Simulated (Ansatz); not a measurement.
# Te2Mo (Pm) in Ansatz: further runs

Aim: see how the results for Te2Mo move with the level of theory and the settings. Levels: BLYP, PBE. Tasks: relaxation of cell and atoms, single point.

All numbers are computed with Ansatz 0.2.0; they aren't measurements. Logs are shortened: lines on timing, memory, paths and dates and some standing lists are left out, and cuts for length are marked.

**1. The structure**

The structure is monoclinic, space group Pm (No. 6). Conventional cell: a = 6.346 Å, b = 3.494 Å, c = 14.866 Å, α = 90.00°, β = 92.12°, γ = 90.00°. Te (site symmetry m) has 3 Mo at 2.82 to 2.84 Å as nearest neighbours. Te (site symmetry m) is surrounded by 3 Mo at 2.82 to 2.84 Å. Around Te (site symmetry m) lie 3 Mo at 2.70 to 2.71 Å. Te (site symmetry m) has 3 Mo at 2.70 to 2.71 Å as nearest neighbours. Te (site symmetry m) is surrounded by 3 Mo at 2.70 to 2.71 Å. Te (site symmetry m) has 3 Mo at 2.70 to 2.71 Å as nearest neighbours. Te (site symmetry m) has 3 Mo at 2.82 to 2.84 Å as nearest neighbours. Te (site symmetry m) is surrounded by 3 Mo at 2.82 to 2.84 Å.

The cell is a database's computed one.

**2. Relaxation of cell and atoms, BLYP**

File input.yaml:

```yaml
crystal:
  lattice:
    - [6.3464495577, 0.0, 0.0]
    - [0.0, 3.49421554, 0.0]
    - [-0.5490254083, 0.0, 14.8561586148]
  atoms:
    - { symbol: Te, position: [0.06308657, 0.5, 0.40139181] }
    - { symbol: Te, position: [0.93626097, 0.0, 0.59892358] }
    - { symbol: Te, position: [0.56720469, 0.0, 0.36206281] }
    - { symbol: Te, position: [0.43253951, 0.5, 0.63827401] }
    - { symbol: Te, position: [0.09104745, 0.0, 0.13792275] }
    - { symbol: Te, position: [0.90945389, 0.5, 0.86175202] }
    - { symbol: Te, position: [0.58109276, 0.5, 0.09854983] }
    - { symbol: Te, position: [0.41934698, 0.0, 0.90115399] }
    - { symbol: Mo, position: [0.31968622, 0.0, 0.50682682] }
    - { symbol: Mo, position: [0.6797845, 0.5, 0.49352002] }
    - { symbol: Mo, position: [0.1814915, 0.5, 0.00653163] }
    - { symbol: Mo, position: [0.81900395, 0.0, 0.99308972] }
hamiltonian:
  xc: blyp
  pseudopotentials: { kind: paw }
kpoints:
  mp_grid: { grid: [3, 6, 2] }
scf:
  occupations: { method: fermi_dirac, width: 0.05 }
output:
  forces: true
  stress: true
  eigenvalues: true
relax:
  f_tol: 0.01
  max_steps: 40
  cell: { stress_tol: 0.05 }
```

Potentials or basis: Ansatz PAW.

On the command line:

```
$ ansatz run input.yaml --threads 4 --pin off --max-ram 11264MiB --backend cpu --events-out ev --progress --plain --runs-dir out
```

The log of the run:

```text
Warning: RAYON_NUM_THREADS=4 ignored (pool sized by the plan → 4); use --threads N
Engine: ansatz 0.2.0, aarch64-unknown-linux-gnu
Pseudopotentials: kind: paw
Pseudopotential: Te, paw, valence charge 16, recommended cutoff 420 eV (normal), Te.paw.azcp
Pseudopotential: Mo, paw, valence charge 14, recommended cutoff 420 eV (normal), Mo.paw.azcp
Functional definition: BLYP
  parameter beta = 0.0042
  parameter a = 0.04918
  parameter b = 0.132
  parameter c = 0.2533
  parameter d = 0.349
  exchange = b88_x(beta = beta)
  correlation = lyp_c(a = a, b = b, c = c, d = d)
Crystal: 12 atoms, lattice volume = 329.448 Å³
Basis set: ecut = 420 eV, 6429 PW (Γ), exchange–correlation on 90×48×200 points (8 copies of the dense FFT grid, shifted against one another)
Bands: 111, of which v1, the nominal top of the filled ones, is band 92 counted from 1 (91 counted from 0)
Symmetry: 2 space group operations
Space group: Pm (ITA 6), of the structure as read, at distance tolerance 6.9e-5 Å
k-points: 16 of 36 (time reversal used)
Non-local potential: Te, projectors of the file, l = 0: 2, l = 1: 2, l = 2: 2, l = 3: 2
Non-local potential: Mo, projectors of the file, l = 0: 3, l = 1: 2, l = 2: 2, l = 3: 1
PAW form: soft (Blöchl's): semilocal exchange-correlation on the pseudo side does not see the compensation charge
PAW frozen core: Te, regenerated for the run's functional, and the local potential with it (the file was generated under x = pbe(κ = 0.804, μ = 0.2195149727645171), c = pbe(β = 0.06672455060314922))
PAW frozen core: Mo, regenerated for the run's functional, and the local potential with it (the file was generated under x = pbe(κ = 0.804, μ = 0.2195149727645171), c = pbe(β = 0.06672455060314922))
PAW one-centre angular grid: Te, 590 points (default); XC on 64 Gauss nodes
PAW one-centre angular grid: Mo, 590 points (default); XC on 64 Gauss nodes
Initial density: superposition of atomic densities (neutral atoms: chi_scale 0, normalization atom), corrected by the library's trained network
Initial wavefunctions: pseudopotential atomic-orbital guess
Functional: x = b88, c = lyp
SCF iter   1: F=—  HF=-75855.968037 eV  |F-HF|=—  |Δ(HF+E_count)|=         —  Δρ=8.38e-3  dr2=4.46e-1  ethr=1.77e-3  ⟨swp⟩=6.2  Hψ=6526  notcnv=0  defer=21
preconditioner: auto → LDOS  [metal: Δε(μ)=0.035 eV  Ē_g=7.093 eV  σ=0.050 eV  W_gap=0.17  n_scr=92 (ndim 8)  ℏωp=17.4 eV  f_vac=0.086  D(μ)=2.92/eV (n_scr^D=10)  β→1.0]
SCF iter   2: F=—  HF=-75856.042687 eV  |F-HF|=—  |Δ(HF+E_count)|=   7.47e-2  Δρ=8.33e-3  dr2=1.18e0  ethr=2.42e-4  ⟨swp⟩=3.0  Hψ=2910  notcnv=0  defer=138  recentre
SCF iter   3: F=—  HF=-75855.927068 eV  |F-HF|=—  |Δ(HF+E_count)|=   1.16e-1  Δρ=4.15e-3  dr2=1.81e-1  ethr=2.42e-4  ⟨swp⟩=3.0  Hψ=2423  notcnv=0  defer=138
SCF iter   4: F=—  HF=-75855.909657 eV  |F-HF|=—  |Δ(HF+E_count)|=   1.74e-2  Δρ=4.46e-4  dr2=5.29e-4  ethr=9.86e-5  ⟨swp⟩=2.0  Hψ=2169  notcnv=0  defer=140
SCF iter   5: F=—  HF=-75855.909833 eV  |F-HF|=—  |Δ(HF+E_count)|=   1.76e-4  Δρ=1.46e-4  dr2=4.86e-5  ethr=2.88e-7  ⟨swp⟩=2.1  Hψ=3009  notcnv=0  defer=140
SCF iter   6: F=—  HF=-75855.909756 eV  |F-HF|=—  |Δ(HF+E_count)|=   7.78e-5  Δρ=4.55e-5  dr2=5.45e-6  ethr=2.64e-8  ⟨swp⟩=2.0  Hψ=3130  notcnv=0  defer=140
SCF iter   7: F=—  HF=-75855.909761 eV  |F-HF|=—  |Δ(HF+E_count)|=   4.84e-6  Δρ=1.66e-5  dr2=2.01e-6  ethr=2.96e-9  ⟨swp⟩=2.0  Hψ=2216  notcnv=0  defer=140
SCF iter   8: F=—  HF=-75855.909761 eV  |F-HF|=—  |Δ(HF+E_count)|=   1.58e-7  Δρ=6.37e-6  dr2=2.73e-7  ethr=1.09e-9  ⟨swp⟩=2.0  Hψ=2086  notcnv=0  defer=140
SCF iter   9: F=-75855.909761 eV  HF=-75855.909761 eV  |F-HF|=6.33e-9  |Δ(HF+E_count)|=   3.36e-8  Δρ=2.30e-6  dr2=2.48e-8  ethr=5.43e-11  ⟨swp⟩=11.1  Hψ=7395  notcnv=0
SCF 1 converged in 9 iterations: F = -75855.909761 eV  dr2 = 2.48e-8
[... 286 lines left out ...]
Internal energy: -75856.543345 eV  (E = F + TS)
E sigma→0 (E₀):  -75856.554713 eV
Entropy (-TS):   -0.022736 eV (-1.895 meV/atom)
Fermi energy:    6.257269 eV
--- Per-component energies (eV) ---
  E_band       = -3415.584457
  E_kinetic    = 3209.373740
  E_local      = -38112.243551  (includes V_loc(G=0)·N_el)
  E_nonlocal   = -1922.631110
  E_hartree    = 19356.012531
  E_xc         = -1696.783701
  E_vxc        = -1704.658570  (∫ρ·V_xc dr)
  E_paw        = -50323.908344  (= ΣΔE_a)
  E_vpaw       = -3597.448396  (= ΣTr[D̂ρ^β])
  E_aug_tail   = -0.001519  (compensation charges beyond the density's cutoff)
  E_ewald      = -6366.494418
  E_core_change = 0.133026  (= ΣΔE_core)
  E_smearing   = -0.022736  (= −TS)
  E_closure    = -0.000000  (closes the sum)
  Σ components = -75856.566081   (vs F -75856.566081, Δ=0.00e0)
--- Forces (eV/Å), atoms counted from 1 ---
  atom   1  Te     0.00063570     0.00000000     0.00020395
  atom   2  Te    -0.00062624     0.00000000    -0.00029315
  atom   3  Te     0.00106287     0.00000000     0.00104699
  atom   4  Te    -0.00104777     0.00000000    -0.00100411
  atom   5  Te     0.00164473     0.00000000    -0.00044333
  atom   6  Te    -0.00164003     0.00000000     0.00055001
  atom   7  Te     0.00067402     0.00000000    -0.00003119
  atom   8  Te    -0.00064375     0.00000000     0.00020682
  atom   9  Mo    -0.00298773     0.00000000     0.00013010
  atom  10  Mo     0.00296463     0.00000000    -0.00004872
  atom  11  Mo     0.00285628     0.00000000    -0.00003231
  atom  12  Mo    -0.00289256     0.00000000    -0.00028502
  max |Σ_I F_I| component: 1.64e-7 eV/Å
--- Stress (GPa, compression-positive) ---
       -0.000954       0.000000       0.000609
        0.000000       0.004421       0.000000
        0.000609       0.000000       0.039769
  P = ⅓ Tr σ = 0.0144 GPa (0.144 kbar)
--- Band table (eV; the first three rows and the last of 16) ---
  k-point 0: bands = ["-54.8204", "-54.8203", "-54.7778", "-54.7777", "-30.4348", "-30.4347", "-30.4291", "-30.4290", "-30.4215", "-30.4214", "-30.4209", "-30.4208", "-30.3951", "-30.3950", "-30.3890", "-30.3889", "-30.3739", "-30.3738", "-30.3626", "-30.3626", "-30.3537", "-30.3536", "-30.3518", "-30.3517", "-30.2589", "-30.2588", "-30.2568", "-30.2568", "-30.2476", "-30.2476", "-30.2458", "-30.2458", "-30.1986", "-30.1985", "-30.1903", "-30.1902", "-30.1499", "-30.1498", "-30.1441", "-30.1440", "-30.1361", "-30.1360", "-30.1329", "-30.1328", "-28.9991", "-28.9990", "-28.9744", "-28.9743", "-28.9046", "-28.9045", "-28.8470", "-28.8469", "-28.7382", "-28.7381", "-28.6343", "-28.6342", "-6.0716", "-6.0711", "-5.2730", "-5.2722", "-4.5720", "-4.5719", "-4.3654", "-4.3651", "1.2577", "1.2587", "1.7464", "1.7610", "2.1639", "2.1658", "2.7152", "2.7221", "3.8726", "3.8804", "3.9157", "3.9158", "4.0529", "4.0529", "4.6440", "4.6730", "4.7816", "4.7839", "5.1100", "5.1343", "5.4853", "5.5189", "5.6240", "5.6243", "6.0343", "6.0462", "6.3172", "6.3175", "6.9332", "6.9382", "7.1239", "7.1240", "7.8465", "7.8642", "8.2120", "8.2123", "8.3355", "8.3469", "9.2716", "9.2778", "9.2933", "9.2935", "9.3124", "9.3145", "9.9857", "10.6674", "10.8905"]
  k-point 1: bands = ["-54.8204", "-54.8203", "-54.7778", "-54.7777", "-30.4348", "-30.4347", "-30.4291", "-30.4290", "-30.4215", "-30.4214", "-30.4209", "-30.4208", "-30.3951", "-30.3950", "-30.3890", "-30.3889", "-30.3739", "-30.3738", "-30.3626", "-30.3626", "-30.3537", "-30.3536", "-30.3518", "-30.3517", "-30.2589", "-30.2588", "-30.2568", "-30.2568", "-30.2476", "-30.2476", "-30.2458", "-30.2458", "-30.1986", "-30.1985", "-30.1903", "-30.1902", "-30.1499", "-30.1498", "-30.1441", "-30.1440", "-30.1361", "-30.1360", "-30.1329", "-30.1328", "-28.9991", "-28.9990", "-28.9744", "-28.9743", "-28.9046", "-28.9045", "-28.8470", "-28.8469", "-28.7382", "-28.7381", "-28.6343", "-28.6342", "-6.0714", "-6.0713", "-5.2727", "-5.2726", "-4.5719", "-4.5719", "-4.3653", "-4.3652", "1.2582", "1.2582", "1.7536", "1.7537", "2.1648", "2.1649", "2.7187", "2.7188", "3.8764", "3.8765", "3.9157", "3.9157", "4.0529", "4.0529", "4.6584", "4.6585", "4.7829", "4.7830", "5.1212", "5.1213", "5.5027", "5.5029", "5.6240", "5.6243", "6.0402", "6.0404", "6.3173", "6.3174", "6.9356", "6.9357", "7.1239", "7.1240", "7.8552", "7.8556", "8.2121", "8.2122", "8.3400", "8.3403", "9.2752", "9.2754", "9.2934", "9.2934", "9.3133", "9.3136", "10.2218", "10.2229", "11.1319"]
  k-point 2: bands = ["-54.8167", "-54.8166", "-54.7798", "-54.7797", "-30.4316", "-30.4315", "-30.4253", "-30.4252", "-30.4226", "-30.4225", "-30.4218", "-30.4217", "-30.3965", "-30.3964", "-30.3909", "-30.3908", "-30.3729", "-30.3728", "-30.3632", "-30.3631", "-30.3540", "-30.3539", "-30.3522", "-30.3521", "-30.2552", "-30.2551", "-30.2534", "-30.2533", "-30.2494", "-30.2493", "-30.2476", "-30.2475", "-30.1992", "-30.1991", "-30.1922", "-30.1921", "-30.1497", "-30.1497", "-30.1444", "-30.1444", "-30.1355", "-30.1354", "-30.1326", "-30.1325", "-29.0012", "-29.0011", "-28.9954", "-28.9953", "-28.8941", "-28.8940", "-28.8580", "-28.8579", "-28.7298", "-28.7297", "-28.6379", "-28.6378", "-5.8106", "-5.8102", "-5.1140", "-5.1132", "-4.4666", "-4.4665", "-4.2205", "-4.2203", "1.5275", "1.5284", "2.0305", "2.0443", "2.2500", "2.2504", "2.7962", "2.8052", "3.5685", "3.5695", "3.5723", "3.5762", "3.9866", "3.9879", "4.0034", "4.0058", "4.7022", "4.7033", "4.9553", "4.9730", "5.1760", "5.1845", "5.4116", "5.4123", "5.8108", "5.8292", "5.9518", "5.9935", "6.2760", "6.2819", "7.3652", "7.3753", "8.0488", "8.0507", "8.0778", "8.0810", "8.1749", "8.1916", "8.1956", "8.1985", "8.8184", "8.8664", "9.2721", "9.2888", "10.4511", "11.0337", "11.3927"]
  k-point 15: bands = ["-54.7958", "-54.7958", "-54.7957", "-54.7957", "-30.4289", "-30.4289", "-30.4288", "-30.4288", "-30.4144", "-30.4144", "-30.4143", "-30.4143", "-30.3990", "-30.3989", "-30.3989", "-30.3988", "-30.3677", "-30.3677", "-30.3676", "-30.3676", "-30.3538", "-30.3537", "-30.3537", "-30.3536", "-30.2533", "-30.2533", "-30.2533", "-30.2532", "-30.2429", "-30.2429", "-30.2429", "-30.2428", "-30.1993", "-30.1993", "-30.1992", "-30.1992", "-30.1471", "-30.1471", "-30.1470", "-30.1470", "-30.1327", "-30.1327", "-30.1326", "-30.1326", "-29.0474", "-29.0474", "-29.0473", "-29.0473", "-28.8596", "-28.8596", "-28.8595", "-28.8595", "-28.6799", "-28.6799", "-28.6798", "-28.6798", "-4.4825", "-4.4825", "-4.4823", "-4.4823", "-4.1151", "-4.1151", "-4.1150", "-4.1150", "1.2737", "1.2737", "1.2740", "1.2740", "2.1615", "2.1615", "2.1617", "2.1617", "3.1834", "3.1834", "3.1865", "3.1865", "3.9121", "3.9121", "3.9135", "3.9135", "4.3472", "4.3472", "4.3491", "4.3492", "4.6955", "4.6955", "4.6961", "4.6961", "5.3776", "5.3777", "5.3788", "5.3788", "7.2170", "7.2170", "7.2180", "7.2180", "8.0176", "8.0176", "8.0188", "8.0189", "8.3332", "8.3332", "8.3506", "8.3507", "9.4224", "9.4224", "9.4376", "9.4376", "10.9564", "10.9566", "10.9967"]
--- Relaxed structure (18 steps of the walk, 17 accepted, 3 SCFs on fresh bases) ---
  F+E_penalty+E_count = -75856.56608119 eV   max|allowed force component| = 2.988e-3 eV/Å   (the final SCF, on the basis selected at the relaxed cell)
  cell:  # Å, volume = 485.6090 Å³
    - [6.498442613261616, -1.425837507721319e-17, 0.06421401268464622]
    - [-7.850347712840379e-18, 3.5924790735686143, -3.105479718764284e-16]
    - [-0.411858083414984, -1.3191057719760272e-15, 20.79688287793351]
  atoms:
    - { symbol: Te, position: [0.07078501468987232, 0.5, 0.4279620634387526] }
    - { symbol: Te, position: [0.9288163201814154, 2.5498495036053182e-17, 0.5719140214414021] }
    - { symbol: Te, position: [0.5787354730644898, -3.617955872642066e-17, 0.400386401594869] }
    - { symbol: Te, position: [0.42086591874610896, 0.5, 0.5994884479658663] }
    - { symbol: Te, position: [0.08543059560648916, 3.616783015008813e-17, 0.09961158202734151] }
    - { symbol: Te, position: [0.9149676807948639, 0.5, 0.9005131338553618] }
    - { symbol: Te, position: [0.5757495634205962, 0.5, 0.0720369135561806] }
    - { symbol: Te, position: [0.42464773138488143, -2.5425530639472558e-17, 0.9280862602269001] }
    - { symbol: Mo, position: [0.31926913747191255, 2.15779786264325e-18, 0.5045411491144725] }
    - { symbol: Mo, position: [0.6803328882102554, 0.5, 0.49533384145548676] }
    - { symbol: Mo, position: [0.18102769807771352, 0.5, 0.004667563839252224] }
    - { symbol: Mo, position: [0.819370968351401, -2.2354185879278855e-18, 0.9954576114841147] }
```

Wall time 10 min (4 threads of Arm Neoverse V1, shared host); peak memory 1.7 GiB.

Results:

```yaml
Free_energy: -75856.5661 eV
Relaxed_volume: 40.47 Å³/atom
Relaxed_cell: a = 6.499 Å, b = 3.592 Å, c = 20.801 Å, α = 90.00°, β = 90.57°, γ = 90.00°
Space_group_after_relaxing_to_0.05_Å: P2_1/m (No. 11)
Energy_gained_by_relaxing: 54.7 meV/atom
Ionic_steps: 20
Pressure_after_relaxing: 0.0 GPa
Band_gap_on_the_k_mesh: none (metal or under the smearing width)
```

Forces in eV/Å, atoms in the order of the input:
```
Te   0.001  0.000  0.000
Te  -0.001  0.000  0.000
Te   0.001  0.000  0.001
Te  -0.001  0.000 -0.001
Te   0.002  0.000  0.000
Te  -0.002  0.000  0.001
Te   0.001  0.000  0.000
Te  -0.001  0.000  0.000
Mo  -0.003  0.000  0.000
Mo   0.003  0.000  0.000
Mo   0.003  0.000  0.000
Mo  -0.003  0.000  0.000
```

Step by step:
| step | energy change (eV) | largest force (eV/Å) | volume (Å³) |
| --- | --- | --- | --- |
| 1 | 0.0000 | 0.6758 | 329.45 |
| 2 | -0.0872 | 1.0444 | 373.11 |
| 3 | -0.4794 | 0.1663 | 375.52 |
| 4 | -0.5495 | 0.0393 | 386.15 |
| 5 | -0.5585 | 0.0311 | 394.85 |
| 6 | -0.5587 | 0.0037 | 395.04 |
| 7 | -0.5857 | 0.0042 | 395.04 |
| 8 | -0.6007 | 0.0116 | 405.27 |
| 9 | -0.6164 | 0.0746 | 422.09 |
| 10 | -0.6238 | 0.0154 | 433.51 |
| 11 | -0.6248 | 0.0095 | 437.29 |
| 12 | -0.6244 | 0.0080 | 443.53 |
| 13 | -0.6248 | 0.0037 | 441.69 |
| 14 | -0.6371 | 0.0037 | 441.69 |
| 15 | -0.6410 | 0.0159 | 449.69 |
| 16 | -0.6458 | 0.0622 | 466.72 |
| 17 | -0.6447 | 0.1452 | 484.34 |
| 18 | -0.6435 | 0.0680 | 495.62 |
| 19 | -0.6485 | 0.0030 | 485.61 |
| 20 | -0.6563 | 0.0030 | 485.61 |

Final structure:
```cif
data_structure
_symmetry_space_group_name_H-M 'P 1'
_symmetry_Int_Tables_number 1
_cell_length_a 6.4988
_cell_length_b 3.5925
_cell_length_c 20.8010
_cell_angle_alpha 90.000
_cell_angle_beta 90.568
_cell_angle_gamma 90.000
_cell_volume 485.61
loop_
_atom_site_label
_atom_site_type_symbol
_atom_site_fract_x
_atom_site_fract_y
_atom_site_fract_z
_atom_site_occupancy
Te1 Te 0.07079 0.50000 0.42796 1
Te2 Te 0.92882 0.00000 0.57191 1
Te3 Te 0.57874 0.00000 0.40039 1
Te4 Te 0.42087 0.50000 0.59949 1
Te5 Te 0.08543 0.00000 0.09961 1
Te6 Te 0.91497 0.50000 0.90051 1
Te7 Te 0.57575 0.50000 0.07204 1
Te8 Te 0.42465 0.00000 0.92809 1
Mo1 Mo 0.31927 0.00000 0.50454 1
Mo2 Mo 0.68033 0.50000 0.49533 1
Mo3 Mo 0.18103 0.50000 0.00467 1
Mo4 Mo 0.81937 0.00000 0.99546 1
```

Caveat: the volume moved by over 15 % at a fixed basis, so the end points are rough; the plane-wave basis is chosen anew once the cell has moved, so the energies of steps on either side of that aren't comparable; this functional lacks dispersion, which binds the layers, so the pressure and a relaxed spacing across them are unreliable, and here the layers came unbound; the PAW data sets come from PBE, with cores solved anew for the run's functional, which leaves a small shift of forces and pressure. Spin-orbit coupling is left out, which matters for the levels of Te.

**3. Single point, PBE**

input.yaml: that of step 2 with these lines changed.

```diff
@@ -19,8 +19,8 @@
 hamiltonian:
-  xc: blyp
+  xc: pbe
   pseudopotentials: { kind: paw }
 kpoints:
-  mp_grid: { grid: [3, 6, 2] }
+  mp_grid: { grid: [4, 8, 2] }
 scf:
-  occupations: { method: fermi_dirac, width: 0.05 }
+  occupations: { method: gaussian, width: 0.011 }
 output:
@@ -29,5 +29,5 @@
   eigenvalues: true
-relax:
-  f_tol: 0.01
-  max_steps: 40
-  cell: { stress_tol: 0.05 }
+  write_density: true
+  write_potential: true
+  elf: true
+  volumetric_format: npy
```

Potentials or basis: Ansatz PAW.

On the command line:

```
$ ansatz run input.yaml --threads 4 --pin off --max-ram 11264MiB --backend cpu --events-out ev --progress --plain --runs-dir out
```

Run time: 46 s. Hardware: 4 threads of Arm Neoverse V1, shared host; peak memory 1.5 GiB.

Results (log left out):

- Free energy: -75666.7682 eV
- Pressure: 0.7 GPa
- Largest force: 0.206 eV/Å
- Band gap on the k mesh: none (metal or under the smearing width)

Forces on the atoms (eV/Å):
```
Te  -0.041  0.000  0.002
Te   0.050  0.000 -0.002
Te   0.014  0.000 -0.192
Te  -0.025  0.000  0.193
Te   0.012  0.000  0.196
Te  -0.012  0.000 -0.206
Te  -0.051  0.000  0.004
Te   0.053  0.000 -0.009
Mo  -0.075  0.000 -0.095
Mo   0.077  0.000  0.091
Mo   0.071  0.000 -0.080
Mo  -0.073  0.000  0.096
```

Stress tensor (GPa, compression positive):
```
0.91 0.00 0.00
0.00 0.06 0.00
0.00 0.00 1.12
```

Levels at points of the mesh, in eV from the Fermi level:
| k point | band 89 | band 90 | band 91 | band 92 | band 93 | band 94 | band 95 | band 96 |
| --- | --- | --- | --- | --- | --- | --- | --- | --- |
| (0.00, 0.00, 0.00) | -0.35 | -0.16 | 0.02 | 0.12 | 0.59 | 0.76 | 1.02 | 1.05 |
| (0.00, 0.00, -0.50) | -0.22 | -0.21 | 0.06 | 0.07 | 0.63 | 0.66 | 1.03 | 1.04 |
| (0.00, -0.50, 0.00) | -1.44 | -1.44 | -1.43 | -1.43 | 1.09 | 1.10 | 1.15 | 1.15 |
| (0.00, -0.50, -0.50) | -1.46 | -1.46 | -1.43 | -1.43 | 1.10 | 1.10 | 1.14 | 1.14 |
| (-0.50, 0.00, 0.00) | -0.74 | -0.73 | -0.72 | -0.71 | 0.11 | 0.13 | 0.96 | 0.98 |
| (-0.50, 0.00, -0.50) | -0.74 | -0.72 | -0.67 | -0.62 | 0.12 | 0.15 | 0.96 | 0.98 |
| (-0.50, -0.50, 0.00) | -0.93 | -0.93 | -0.90 | -0.90 | 1.03 | 1.03 | 1.05 | 1.05 |
| (-0.50, -0.50, -0.50) | -0.93 | -0.93 | -0.90 | -0.90 | 1.03 | 1.03 | 1.05 | 1.05 |

Caveat: this functional lacks dispersion, which binds the layers, so the pressure and a relaxed spacing across them are unreliable. Spin-orbit coupling is left out, which matters for the levels of Te.
